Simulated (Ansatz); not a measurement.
This Ansatz 0.2.0 run on LiCl needs a look.

input.yaml

```yaml
crystal:
  lattice:
    - [0.0, 2.56477, 2.56477]
    - [2.56477, 0.0, 2.56477]
    - [2.56477, 2.56477, 0.0]
  atoms:
    - { symbol: Cl, position: [0.5, 0.5, 0.5], spin: 0.501, spin_axis: [0.354, 0.354, 0.0] }
    - { symbol: Li, position: [0.0, 0.0, 0.0] }
hamiltonian:
  xc: pbesol
  pseudopotentials: { kind: paw }
  dispersion: d4
magnetization:
  noncollinear: true
  spin_orbit: false
kpoints:
  mp_grid: { grid: [9, 9, 9] }
scf:
  occupations: { method: fermi_dirac, width: 0.01 }
  max_iter: 1
output:
  forces: true
  stress: true
relax:
  f_tol: 0.01
  max_steps: 40
  cell: { stress_tol: 0.05 }
```

Potentials or basis: Ansatz PAW.

Command:

```console
$ ansatz run input.yaml --threads 1 --pin off --max-ram 2560MiB --backend cpu --events-out ev --progress --plain --runs-dir out
```

Output:

```text
Warning: RAYON_NUM_THREADS=1 ignored (pool sized by the plan → 1); use --threads N
[... 27 lines left out ...]
Error: did not converge after 1 iterations: dr2 = 2.01e-1 (threshold 1.00e-7), under the density mixer `msr1`, which `scf.mixing.algorithm: auto` chose by the deck's other keys (type `scf.mixing.algorithm: msr1` to keep it); raise `scf.max_iter`, which need not help a stalled SCF, or adjust the mixing (`scf.mixing`) or, under a smearing, its width (`scf.occupations.width`, in either direction: another width is another result); this SCF holds its density and magnetisation to the symmetry operations that it keeps, and cannot end on a state that breaks one of them: if the state sought breaks one, re-run with `crystal.symmetry.detect: false`, without `crystal.symmetry.time_reversal: true`, on a non-collinear deck whose state breaks time reversal, with `crystal.symmetry.time_reversal: false` beside it (there exact exchange or a DFT+U term alone can polarise the run; a magnetic state wants starting moments), where the deck allows it (that run may end on another state, and need not converge either); this run sums exchange and correlation on more points than the dense box has (`basis.xc_grid`), where a deck that converges on the dense box may not converge: try another level (where the key is left out runs that use forces, runs that use the stress, dielectric runs by a finite field, finite-displacement phonons, runs of phonons.displacement_patterns under a GGA or a meta-GGA, phonons by method: dfpt, dielectric runs by the response, runs on support functions, runs on PAW files under a meta-GGA or a hybrid on one, runs at kind: all_electron or under a hybrid on a GGA, runs under a text's formulas of a gradient, and runs on PAW files that evaluate rPW86 or Becke's exchange or LYP's correlation can take a finer level, which can go by the root key accuracy; a number is taken as typed), or, where it is served, `1`, the dense box, on which forces and the stress change with where the atoms sit on the grid; a lower level also moves a field's Born charges, by the response (dielectric, § Limitations, in the input reference) or by a finite field; under a meta-GGA, try another mixer (`scf.mixing.algorithm: anderson` or `broyden`); mind that the stability of the state on which such a run converges can go unchecked at the default of `scf.lower_state_search`; see `basis.xc_grid`, Limitations — the other mixer that `auto` picks from is left to try (`scf.mixing.algorithm: broyden`); it can need more iterations, either can converge an SCF that the other leaves open, and the two can end on different states; the input reference at `scf.mixing.algorithm` says more, and from which start to try it
```

Q: How did it end, and where is the flaw?

A: The calculation stopped without meeting its thresholds. The input holds a flaw that was put in on purpose: too few SCF iterations.
